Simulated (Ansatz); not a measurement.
# Au under changes of volume

One of the cells (16.855 Å³/atom); the others are scaled copies at fixed shape and fractional positions:

```
Au
1.0
     0.00000    2.03500    2.03500
     2.03500    0.00000    2.03500
     2.03500    2.03500    0.00000
Au
1
Direct
  0.00000 0.00000 0.00000
```

| Quantity | Value |
| --- | --- |
| Program | Ansatz 0.2.0 |
| Functional | HSE06 |
| Potentials or basis | Ansatz PAW |
| Cutoff | 420 eV (not typed: the program's choice for these potentials) |
| k mesh | 6 × 6 × 6 |
| Occupations | fermi-dirac, width 0.05 eV |
| Spin | no spin polarisation |

| volume (Å³/atom) | energy over the lowest point (meV/atom) | pressure (GPa) |
| --- | --- | --- |
| 15.843 | ? | ? |
| 16.181 | 73.44 | 17.2 |
| 16.518 | 42.34 | 12.5 |
| 16.855 | 20.46 | 8.4 |
| 17.192 | 6.76 | 4.7 |
| 17.529 | 0.16 | 1.5 |
| 17.866 | 0.00 | -1.3 |

**Question.** What does the run at 15.843 Å³/atom give?

**Answer.** Energy over the lowest point 115.32 meV/atom; pressure 22.6 GPa.

Worked out: A Birch-Murnaghan fit of order 3 (a polynomial in V^(-2/3)) to the other rows has its minimum at 17.71 Å³/atom with B0 = V·E''(V) = 148 GPa and B' = 5.5. It gives 115.10 meV/atom at 15.843 Å³/atom, against the run's 115.32, and -dE/dV = 22.5 GPa, against 22.6.

Energies are extrapolated to zero smearing.

Caveats: all runs use coarse meshes; the PAW data sets come from PBE, with cores solved anew for the run's functional, which leaves a small shift of forces and pressure; the thresholds are loose for stress.
